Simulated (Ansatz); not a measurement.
Al3Ni2: do energies and stresses tell the same story?

These are results of DFT PBEsol, scalar-relativistic, plane waves, PAW in Ansatz 0.2.0, not measurements.

Plane waves to 420 eV, a k mesh through Γ of 12×12×8 on the computed 5-atom cell and Gaussian smearing (0.10 eV); no spin polarisation.

Relaxed cell: P-3m1, a = 4.003 Å, b = 4.003 Å, c = 4.859 Å, α = 90.00°, β = 90.00°, γ = 120.00°, 5 atoms in the primitive cell.

Energies at zero smearing and pressures from the stress tensor, at volumes with shape and atoms relaxed:
```
V (Å³/atom) E − E(first) (meV/atom) P (GPa)
     11.870                     0.00    23.93
     12.274                   -50.72    16.45
     12.679                   -83.97    10.07
     13.083                  -102.33     4.63
     13.488                  -108.00     0.00
     13.893                  -102.85    -3.96
     14.297                   -88.47    -7.33
     14.837                   -57.28   -11.05
```

Task: Check P = −dE/dV between neighbouring volumes, and get the bulk modulus from the pressures alone.

Result: With 1 eV/Å³ = 160.2 GPa:
```tsv
middle V (Å³/atom)	−ΔE/ΔV (GPa)	mean P (GPa)
12.072	20.082	20.189
12.476	13.165	13.257
12.881	7.271	7.351
13.286	2.245	2.315
13.690	-2.041	-1.980
14.095	-5.694	-5.641
14.567	-9.263	-9.188
```

The two differ by 0.11 GPa at most. The mean of two end pressures misses the average over a step by about ΔV² P″/12, up to 0.10 GPa here; with that taken off 0.01 GPa remains. Around V = 13.488 Å³/atom, the two neighbours give B = −V ΔP/ΔV = 13.488 × 8.59 / 0.809 = 143.2 GPa, against B0 = 142.4 GPa from the Birch–Murnaghan fit of the energies.

A ferromagnetic start lost its moments in a first run, so spin was left out; other magnetic orders weren't tried.